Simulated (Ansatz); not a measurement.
# CoO (zincblende): the equilibrium volume, part 2 of 2

Aim: the volume at which the pressure of CoO (zincblende) vanishes. The cell was built by placing the elements on the sites of a structure type; the runs don't test whether it is the stable form.

Ansatz 0.2.0; DFT PBE, scalar-relativistic, plane waves, PAW. Earlier steps stand in the parts before.

## (4) Stepping to 11.429 Å³/atom

File input.yaml:

```yaml
crystal:
  lattice:
    - [0.0, 2.2525205781, 2.2525205781]
    - [2.2525205781, 0.0, 2.2525205781]
    - [2.2525205781, 2.2525205781, 0.0]
  atoms:
    - { symbol: Co, position: [0.0, 0.0, 0.0], spin: 2.53 }
    - { symbol: O, position: [0.25, 0.25, 0.25] }
basis:
  ecutwfc: 420
  ecutrho_ratio: 4
kpoints:
  mp_grid: { grid: [12, 12, 12] }
hamiltonian:
  xc: pbe
scf:
  occupations: { method: gaussian, width: 0.05 }
output:
  forces: true
  stress: true
  eigenvalues: true
  populations: true
magnetization:
  spin_polarized: true
```

Started as:

```sh
> ansatz run input.yaml --threads 2 --pin off --max-ram 2662MiB --backend cpu --events-out ev --progress --plain --runs-dir out
```

Output:

```text
Warning: RAYON_NUM_THREADS=2 ignored (pool sized by the plan → 2); use --threads N
Engine: ansatz 0.2.0, aarch64-unknown-linux-gnu
Pseudopotentials: kind: paw
Pseudopotential: Co, paw, valence charge 17, recommended cutoff 420 eV (normal), Co.paw.azcp
Pseudopotential: O, paw, valence charge 6, recommended cutoff 420 eV (normal), O.paw.azcp
Functional definition: PBE
  parameter kappa = 0.804
  parameter beta = 0.06672455060314922
  exchange = pbe_x(kappa = kappa, mu = beta*pi^2/3)
  correlation = pbe_c(beta = beta)
Crystal: 2 atoms, lattice volume = 22.858 Å³
Basis set: ecut = 420 eV, 459 PW (Γ), exchange–correlation on 48×48×48 points (8 copies of the dense FFT grid, shifted against one another)
Bands: 17, of which v1, the nominal top of the filled ones, is band 12 counted from 1 (11 counted from 0)
Symmetry: 24 space group operations
Space group: F-43m (ITA 216), of the structure as read, at distance tolerance 2.8e-5 Å
Magnetic group: BNS 216.74 (UNI 1576), of the structure as read, at distance tolerance 2.8e-5 Å
k-points: 72 of 1728 (time reversal used)
Non-local potential: Co, projectors of the file, l = 0: 3, l = 1: 2, l = 2: 3, l = 3: 1
Non-local potential: O, projectors of the file, l = 0: 2, l = 1: 2, l = 2: 1
PAW form: soft (Blöchl's): semilocal exchange-correlation on the pseudo side does not see the compensation charge
PAW one-centre angular grid: Co, 590 points (default); XC on 64 Gauss nodes
PAW one-centre angular grid: O, 110 points (default); XC on 64 Gauss nodes
Initial density: superposition of atomic densities (chi_scale 0.1, normalization cell, long waves kept (reshape's long-wave potential 0.00 eV rms))
Starting moments: Σ|m| = 2.53 μB on 1 of 2 sites
Initial wavefunctions: pseudopotential atomic-orbital guess
Functional: x = pbe(κ = 0.804, μ = 0.2195149727645171), c = pbe(β = 0.06672455060314922)
SCF iter   1: F=—  HF=-5691.486307 eV  |F-HF|=—  |Δ(HF+E_count)|=         —  Δρ=1.04e-1 (↑6.48e-2 ↓1.04e-1)  dr2=4.60e0  dr2_m=1.44e-1  M=2.354 μB ∫|m|=2.354 μB  β_m=0.30  ethr=3.10e-3  ⟨swp⟩=5.5  Hψ=11053  notcnv=0
Mixer restart at iter 1: flushing history
preconditioner: auto → none  [metal: Δε(μ)=0.019 eV  Ē_g=12.883 eV  σ=0.050 eV  W_gap=0.20  n_scr=8 (ndim 8)  ℏωp=30.1 eV  f_vac=0.000  D(μ)=3.70/eV (n_scr^D=58)  sad-step TF]
SCF iter   2: F=—  HF=-5692.084730 eV  |F-HF|=—  |Δ(HF+E_count)|=   5.98e-1  Δρ=4.53e-2 (↑4.53e-2 ↓3.89e-2)  dr2=7.36e-1  dr2_m=1.81e-1  M=2.711 μB ∫|m|=2.711 μB  β_m=0.36  ethr=3.10e-3  ⟨swp⟩=2.9  Hψ=5726  notcnv=0  defer=166
SCF iter   3: F=—  HF=-5692.319751 eV  |F-HF|=—  |Δ(HF+E_count)|=   2.35e-1  Δρ=3.00e-2 (↑1.82e-2 ↓3.00e-2)  dr2=1.07e-1  dr2_m=7.58e-2  M=2.759 μB ∫|m|=2.760 μB  β_m=0.54  ethr=3.10e-3  ⟨swp⟩=2.1  Hψ=4226  notcnv=0  defer=155
SCF iter   4: F=—  HF=-5692.392417 eV  |F-HF|=—  |Δ(HF+E_count)|=         —  Δρ=9.23e-3 (↑9.23e-3 ↓8.89e-3)  dr2=1.21e-2  dr2_m=1.25e-2  M=2.776 μB ∫|m|=2.778 μB  β_m=0.54  ethr=4.64e-4  ⟨swp⟩=2.7  Hψ=4346  notcnv=0  defer=155
Mixer restart at iter 4: flushing history
SCF iter   5: F=—  HF=-5692.422179 eV  |F-HF|=—  |Δ(HF+E_count)|=   2.98e-2  Δρ=9.02e-3 (↑5.66e-3 ↓9.02e-3)  dr2=1.50e-2  dr2_m=4.01e-3  M=2.789 μB ∫|m|=2.791 μB  β_m=0.63  ethr=5.28e-5  ⟨swp⟩=2.4  Hψ=5744  notcnv=0  defer=157
SCF iter   6: F=—  HF=-5692.433007 eV  |F-HF|=—  |Δ(HF+E_count)|=   1.08e-2  Δρ=6.67e-3 (↑5.27e-3 ↓6.67e-3)  dr2=1.68e-2  dr2_m=1.20e-3  M=2.778 μB ∫|m|=2.781 μB  β_m=0.53  ethr=5.28e-5  ⟨swp⟩=2.0  Hψ=4798  notcnv=0  defer=157
SCF iter   7: F=—  HF=-5692.431773 eV  |F-HF|=—  |Δ(HF+E_count)|=   1.23e-3  Δρ=9.74e-4 (↑3.15e-4 ↓9.74e-4)  dr2=1.14e-4  dr2_m=5.20e-5  M=2.787 μB ∫|m|=2.790 μB  β_m=0.59  ethr=5.28e-5  ⟨swp⟩=2.2  Hψ=4901  notcnv=0  defer=160
SCF iter   8: F=—  HF=-5692.431795 eV  |F-HF|=—  |Δ(HF+E_count)|=   2.17e-5  Δρ=6.87e-4 (↑6.22e-4 ↓6.87e-4)  dr2=6.40e-5  dr2_m=5.87e-5  M=2.784 μB ∫|m|=2.787 μB  β_m=0.68  ethr=4.95e-7  ⟨swp⟩=2.1  Hψ=4057  notcnv=0  defer=159
SCF iter   9: F=—  HF=-5692.431912 eV  |F-HF|=—  |Δ(HF+E_count)|=   1.17e-4  Δρ=3.81e-4 (↑1.08e-4 ↓3.81e-4)  dr2=1.25e-5  dr2_m=1.02e-5  M=2.783 μB ∫|m|=2.786 μB  β_m=0.84  ethr=2.78e-7  ⟨swp⟩=2.0  Hψ=3392  notcnv=0  defer=159
SCF iter  10: F=—  HF=-5692.431915 eV  |F-HF|=—  |Δ(HF+E_count)|=   3.16e-6  Δρ=8.31e-5 (↑8.31e-5 ↓2.43e-5)  dr2=5.01e-7  dr2_m=5.24e-7  M=2.782 μB ∫|m|=2.785 μB  β_m=0.92  ethr=5.45e-8  ⟨swp⟩=2.5  Hψ=3939  notcnv=0  defer=159
SCF iter  11: F=—  HF=-5692.431915 eV  |F-HF|=—  |Δ(HF+E_count)|=   1.75e-7  Δρ=1.94e-5 (↑5.53e-6 ↓1.94e-5)  dr2=6.21e-8  dr2_m=1.79e-8  M=2.782 μB ∫|m|=2.785 μB  β_m=0.93  ethr=2.18e-9  ⟨swp⟩=2.1  Hψ=3820  notcnv=0  defer=159
SCF iter  12: F=-5692.431915 eV  HF=-5692.431915 eV  |F-HF|=2.95e-10  |Δ(HF+E_count)|=   3.36e-9  Δρ=1.15e-6 (↑7.69e-7 ↓1.15e-6)  dr2=3.49e-10  dr2_m=1.21e-10  M=2.782 μB ∫|m|=2.785 μB  ethr=2.70e-10  ⟨swp⟩=5.0  Hψ=9250  notcnv=0
SCF 1 converged in 12 iterations: F = -5692.431915 eV  dr2 = 3.49e-10
SCF converged after 12 iterations
Magnetization: 2.7817 μB (12.8909 up, 10.1091 down)
Absolute magnetization: 2.7846 μB (∫|ρ↑−ρ↓|, with the PAW one-centre terms)
Spin contamination: 0.0122 ħ² per cell (⟨S²⟩ above its minimum at these occupations)
Per-site moments (μB) at R_I (Å): [(2.237540621844851, 0.8046802678124965), (0.30652873926869456, 0.8046802678124965)]
Free energy (F): -5692.431915 eV
Harris-Foulkes:  -5692.431915 eV  (|F-HF|=2.95e-10)
Internal energy: -5692.429502 eV  (E = F + TS)
E sigma→0 (E₀):  -5692.430708 eV
Entropy (-TS):   -0.002413 eV (-1.207 meV/atom)
Fermi energy:    11.057852 eV
--- Per-component energies (eV) ---
  E_band       = -368.276026
  E_kinetic    = 618.948302
  E_local      = -3873.931059  (includes V_loc(G=0)·N_el)
  E_nonlocal   = 512.255103
  E_hartree    = 1598.146223
  E_xc         = -228.746055
  E_vxc        = -293.935260  (∫ρ·V_xc dr)
  E_paw        = -1676.250345  (= ΣΔE_a)
  E_vpaw       = -527.908609  (= ΣTr[D̂ρ^β])
  E_aug_tail   = 0.002693  (compensation charges beyond the density's cutoff)
  E_ewald      = -2642.854363
  E_smearing   = -0.002413  (= −TS)
  E_closure    = 0.000000  (closes the sum)
  Σ components = -5692.431915   (vs F -5692.431915, Δ=0.00e0)
--- Forces (eV/Å), atoms counted from 1 ---
  atom   1  Co     0.00000000     0.00000000     0.00000000
  atom   2  O      0.00000000    -0.00000000    -0.00000000
  max |Σ_I F_I| component: 7.75e-17 eV/Å
--- Stress (GPa, compression-positive) ---
       -0.288719       0.000000      -0.000000
       -0.000000      -0.288719       0.000000
       -0.000000       0.000000      -0.288719
  P = ⅓ Tr σ = -0.2887 GPa (-2.887 kbar)
--- Band table (eV; the first three rows and the last of 144) ---
  k-point 0 ↑: bands = ["-85.4724", "-48.7480", "-48.7480", "-48.7480", "-9.0058", "4.8755", "4.8755", "4.8755", "8.8542", "8.8542", "11.1583", "11.3505", "11.3505", "11.3505", "25.1561", "25.1561", "25.1561"]
  k-point 1 ↑: bands = ["-85.4723", "-48.7494", "-48.7483", "-48.7483", "-8.9649", "4.7719", "4.9033", "4.9033", "8.8368", "8.8368", "10.8979", "11.3118", "11.3118", "11.7486", "24.4371", "25.2180", "25.2180"]
  k-point 2 ↑: bands = ["-85.4721", "-48.7534", "-48.7489", "-48.7489", "-8.8520", "4.5313", "4.9768", "4.9768", "8.8004", "8.8004", "10.4399", "11.1960", "11.1960", "12.5608", "22.9191", "25.3037", "25.3037"]
  k-point 71 ↓: bands = ["-82.6243", "-45.9858", "-45.9815", "-45.9761", "-7.6185", "5.2002", "5.6901", "6.4635", "10.2188", "10.6851", "10.9735", "12.0310", "12.4335", "18.9317", "21.6996", "21.8796", "22.8390"]
--- Löwdin populations: 2 sites ---
  site symbol       q [e]    m [muB]
     0     Co     15.9503     2.3303
     1      O      6.8962     0.4407
  spilling = 0.006673 (of n_electrons = 23.000000)
```

Wall time 4.6 s (2 threads of Arm Neoverse V2, shared host); peak memory 0.34 GiB.

In short: volume 11.429 Å³/atom, pressure -0.29 GPa, no gap, spin moments in the atoms' spheres Co 2.24; O 0.31 μB.

## (5) Volume 11.402 Å³/atom

File input.yaml:

```yaml
crystal:
  lattice:
    - [0.0, 2.2507358941, 2.2507358941]
    - [2.2507358941, 0.0, 2.2507358941]
    - [2.2507358941, 2.2507358941, 0.0]
  atoms:
    - { symbol: Co, position: [0.0, 0.0, 0.0], spin: 2.46 }
    - { symbol: O, position: [0.25, 0.25, 0.25] }
basis:
  ecutwfc: 420
  ecutrho_ratio: 4
kpoints:
  mp_grid: { grid: [12, 12, 12] }
hamiltonian:
  xc: pbe
scf:
  occupations: { method: gaussian, width: 0.05 }
output:
  forces: true
  stress: true
  eigenvalues: true
  populations: true
magnetization:
  spin_polarized: true
```

Started as:

```sh
> ansatz run input.yaml --threads 2 --pin off --max-ram 2662MiB --backend cpu --events-out ev --progress --plain --runs-dir out
```

Output:

```text
Warning: RAYON_NUM_THREADS=2 ignored (pool sized by the plan → 2); use --threads N
[... 9 set-up lines as earlier in the session ...]
Crystal: 2 atoms, lattice volume = 22.804 Å³
Basis set: ecut = 420 eV, 459 PW (Γ), exchange–correlation on 48×48×48 points (8 copies of the dense FFT grid, shifted against one another)
Bands: 17, of which v1, the nominal top of the filled ones, is band 12 counted from 1 (11 counted from 0)
[... 2 set-up lines as earlier in the session ...]
Magnetic group: BNS 216.74 (UNI 1576), of the structure as read, at distance tolerance 2.8e-5 Å
k-points: 72 of 1728 (time reversal used)
[... 6 set-up lines as earlier in the session ...]
Starting moments: Σ|m| = 2.46 μB on 1 of 2 sites
[... 2 set-up lines as earlier in the session ...]
SCF iter   1: F=—  HF=-5691.462645 eV  |F-HF|=—  |Δ(HF+E_count)|=         —  Δρ=1.00e-1 (↑6.89e-2 ↓1.00e-1)  dr2=4.61e0  dr2_m=1.21e-1  M=2.328 μB ∫|m|=2.329 μB  β_m=0.30  ethr=3.10e-3  ⟨swp⟩=5.5  Hψ=11048  notcnv=0
Mixer restart at iter 1: flushing history
preconditioner: auto → none  [metal: Δε(μ)=0.001 eV  Ē_g=12.900 eV  σ=0.050 eV  W_gap=0.02  n_scr=8 (ndim 8)  ℏωp=30.1 eV  f_vac=0.000  D(μ)=3.62/eV (n_scr^D=58)  sad-step TF]
SCF iter   2: F=—  HF=-5692.081483 eV  |F-HF|=—  |Δ(HF+E_count)|=   6.19e-1  Δρ=4.89e-2 (↑4.89e-2 ↓3.93e-2)  dr2=7.33e-1  dr2_m=2.19e-1  M=2.696 μB ∫|m|=2.696 μB  β_m=0.37  ethr=3.10e-3  ⟨swp⟩=2.9  Hψ=5746  notcnv=0  defer=166
SCF iter   3: F=—  HF=-5692.318198 eV  |F-HF|=—  |Δ(HF+E_count)|=   2.37e-1  Δρ=3.10e-2 (↑1.96e-2 ↓3.10e-2)  dr2=1.07e-1  dr2_m=8.81e-2  M=2.744 μB ∫|m|=2.745 μB  β_m=0.54  ethr=3.10e-3  ⟨swp⟩=2.1  Hψ=4227  notcnv=0  defer=155
SCF iter   4: F=—  HF=-5692.391495 eV  |F-HF|=—  |Δ(HF+E_count)|=         —  Δρ=9.91e-3 (↑9.91e-3 ↓8.99e-3)  dr2=1.25e-2  dr2_m=1.39e-2  M=2.766 μB ∫|m|=2.768 μB  β_m=0.54  ethr=4.64e-4  ⟨swp⟩=2.7  Hψ=4333  notcnv=0  defer=155
Mixer restart at iter 4: flushing history
SCF iter   5: F=—  HF=-5692.421995 eV  |F-HF|=—  |Δ(HF+E_count)|=   3.05e-2  Δρ=9.25e-3 (↑5.30e-3 ↓9.25e-3)  dr2=1.39e-2  dr2_m=4.40e-3  M=2.778 μB ∫|m|=2.780 μB  β_m=0.64  ethr=5.43e-5  ⟨swp⟩=2.4  Hψ=5726  notcnv=0  defer=157
SCF iter   6: F=—  HF=-5692.431935 eV  |F-HF|=—  |Δ(HF+E_count)|=   9.94e-3  Δρ=5.80e-3 (↑4.82e-3 ↓5.80e-3)  dr2=1.24e-2  dr2_m=1.23e-3  M=2.769 μB ∫|m|=2.772 μB  β_m=0.57  ethr=5.43e-5  ⟨swp⟩=2.0  Hψ=4795  notcnv=0  defer=157
SCF iter   7: F=—  HF=-5692.431911 eV  |F-HF|=—  |Δ(HF+E_count)|=   2.42e-5  Δρ=1.02e-3 (↑5.60e-4 ↓1.02e-3)  dr2=2.40e-4  dr2_m=7.47e-5  M=2.780 μB ∫|m|=2.783 μB  β_m=0.59  ethr=5.39e-5  ⟨swp⟩=2.2  Hψ=4775  notcnv=0  defer=160
SCF iter   8: F=—  HF=-5692.431935 eV  |F-HF|=—  |Δ(HF+E_count)|=   2.44e-5  Δρ=7.61e-4 (↑7.02e-4 ↓7.61e-4)  dr2=8.34e-5  dr2_m=7.15e-5  M=2.775 μB ∫|m|=2.778 μB  β_m=0.63  ethr=1.04e-6  ⟨swp⟩=2.2  Hψ=3758  notcnv=0  defer=160
SCF iter   9: F=—  HF=-5692.432057 eV  |F-HF|=—  |Δ(HF+E_count)|=   1.22e-4  Δρ=5.58e-4 (↑3.67e-4 ↓5.58e-4)  dr2=4.42e-5  dr2_m=2.73e-5  M=2.774 μB ∫|m|=2.777 μB  β_m=0.82  ethr=3.63e-7  ⟨swp⟩=1.8  Hψ=2837  notcnv=0  defer=160
SCF iter  10: F=—  HF=-5692.432064 eV  |F-HF|=—  |Δ(HF+E_count)|=   6.93e-6  Δρ=1.38e-4 (↑1.38e-4 ↓8.74e-5)  dr2=2.00e-6  dr2_m=2.04e-6  M=2.773 μB ∫|m|=2.776 μB  β_m=0.91  ethr=1.92e-7  ⟨swp⟩=2.4  Hψ=3671  notcnv=0  defer=160
SCF iter  11: F=—  HF=-5692.432064 eV  |F-HF|=—  |Δ(HF+E_count)|=   5.48e-8  Δρ=1.54e-5 (↑1.54e-5 ↓9.21e-6)  dr2=2.39e-8  dr2_m=2.48e-8  M=2.773 μB ∫|m|=2.776 μB  β_m=0.95  ethr=8.71e-9  ⟨swp⟩=2.0  Hψ=3422  notcnv=0  defer=160
SCF iter  12: F=-5692.432064 eV  HF=-5692.432064 eV  |F-HF|=1.86e-10  |Δ(HF+E_count)|=   4.85e-9  Δρ=8.86e-7 (↑7.78e-7 ↓8.86e-7)  dr2=3.06e-10  dr2_m=4.27e-11  M=2.773 μB ∫|m|=2.776 μB  ethr=1.04e-10  ⟨swp⟩=4.9  Hψ=9474  notcnv=0
SCF 1 converged in 12 iterations: F = -5692.432064 eV  dr2 = 3.06e-10
SCF converged after 12 iterations
Magnetization: 2.7731 μB (12.8866 up, 10.1134 down)
Absolute magnetization: 2.7760 μB (∫|ρ↑−ρ↓|, with the PAW one-centre terms)
Spin contamination: 0.0123 ħ² per cell (⟨S²⟩ above its minimum at these occupations)
Per-site moments (μB) at R_I (Å): [(2.2307599461364056, 0.8040427153687839), (0.30492267599518724, 0.8040427153687839)]
Free energy (F): -5692.432064 eV
Harris-Foulkes:  -5692.432064 eV  (|F-HF|=1.86e-10)
Internal energy: -5692.429619 eV  (E = F + TS)
E sigma→0 (E₀):  -5692.430842 eV
Entropy (-TS):   -0.002445 eV (-1.223 meV/atom)
Fermi energy:    11.097684 eV
--- Per-component energies (eV) ---
  E_band       = -367.491312
  E_kinetic    = 619.039742
  E_local      = -3870.595625  (includes V_loc(G=0)·N_el)
  E_nonlocal   = 512.248565
  E_hartree    = 1596.851426
  E_xc         = -228.773746
  E_vxc        = -293.973968  (∫ρ·V_xc dr)
  E_paw        = -1676.252699  (= ΣΔE_a)
  E_vpaw       = -527.914829  (= ΣTr[D̂ρ^β])
  E_aug_tail   = 0.002687  (compensation charges beyond the density's cutoff)
  E_ewald      = -2644.949971
  E_smearing   = -0.002445  (= −TS)
  E_closure    = -0.000000  (closes the sum)
  Σ components = -5692.432064   (vs F -5692.432064, Δ=0.00e0)
--- Forces (eV/Å), atoms counted from 1 ---
  atom   1  Co     0.00000000     0.00000000     0.00000000
  atom   2  O      0.00000000    -0.00000000    -0.00000000
  max |Σ_I F_I| component: 6.82e-17 eV/Å
--- Stress (GPa, compression-positive) ---
       -0.010144       0.000000      -0.000000
        0.000000      -0.010144       0.000000
       -0.000000       0.000000      -0.010144
  P = ⅓ Tr σ = -0.0101 GPa (-0.101 kbar)
--- Band table (eV; the first three rows and the last of 144) ---
  k-point 0 ↑: bands = ["-85.4294", "-48.7051", "-48.7051", "-48.7051", "-8.9851", "4.9014", "4.9014", "4.9014", "8.8957", "8.8957", "11.2023", "11.3982", "11.3982", "11.3982", "25.2146", "25.2146", "25.2146"]
  k-point 1 ↑: bands = ["-85.4292", "-48.7066", "-48.7054", "-48.7054", "-8.9440", "4.7974", "4.9292", "4.9292", "8.8782", "8.8782", "10.9450", "11.3594", "11.3594", "11.7933", "24.4944", "25.2769", "25.2769"]
  k-point 2 ↑: bands = ["-85.4290", "-48.7105", "-48.7060", "-48.7060", "-8.8306", "4.5560", "5.0029", "5.0029", "8.8416", "8.8416", "10.4872", "11.2434", "11.2434", "12.6057", "22.9739", "25.3631", "25.3631"]
  k-point 71 ↓: bands = ["-82.5888", "-45.9505", "-45.9462", "-45.9408", "-7.5964", "5.2204", "5.7135", "6.4874", "10.2489", "10.7199", "11.0109", "12.0695", "12.4733", "18.9791", "21.7483", "21.9419", "22.8964"]
--- Löwdin populations: 2 sites ---
  site symbol       q [e]    m [muB]
     0     Co     15.9514     2.3235
     1      O      6.8949     0.4390
  spilling = 0.006681 (of n_electrons = 23.000000)
```

Wall time 4.3 s (2 threads of Arm Neoverse V2, shared host); peak memory 0.34 GiB.

Read off: volume 11.402 Å³/atom, pressure -0.01 GPa, a metal on this mesh, spin moments in the atoms' spheres Co 2.23; O 0.30 μB.

## (6) Pressure against volume so far

| step | level | mesh | relaxed | volume (Å³/atom) | pressure (GPa) |
| --- | --- | --- | --- | --- | --- |
| 2 | PBE | 12×12×12 | nothing | 12.620 | -10.61 |
| 3 | PBE | 12×12×12 | nothing | 11.728 | -3.23 |
| 4 | PBE | 12×12×12 | nothing | 11.429 | -0.29 |
| 5 | PBE | 12×12×12 | nothing | 11.402 | -0.01 |

The cell before and after:

| cell as typed | before | after | change |
| --- | --- | --- | --- |
| a (Å) | 3.293 | 3.183 | -3.3 % |
| b (Å) | 3.293 | 3.183 | -3.3 % |
| c (Å) | 3.293 | 3.183 | -3.3 % |
| volume (Å³/atom) | 12.620 | 11.402 | -9.7 % |
| shortest distance (Å) | 2.016 | 1.949 | -3.3 % |
| space group | F-43m | F-43m | same |

## (7) Outcome

What follows sums up all 2 parts. Changes of volume or cell count from the first structure of part 1.

| quantity | value |
| --- | --- |
| volume | 11.402 Å³/atom |
| pressure | -0.01 GPa |
| conventional cell | a = 4.501 Å, b = 4.501 Å, c = 4.501 Å, α = 90.00°, β = 90.00°, γ = 90.00° |
| gap on the mesh | none (metal) |
| spin moments in spheres | Co 2.23; O 0.30 μB |

**Reading.** From the first run shown, the volume went from 12.62 to 11.40 Å³/atom (-9.7 %) in 4 runs, where the pressure is zero within 0.01 GPa. Another start or magnetic order reached a lower energy, so these numbers don't belong to the lowest state found.

No U or exact exchange acts on the open 3d shell; in such an oxide or halide a metallic result can be the functional's failure.
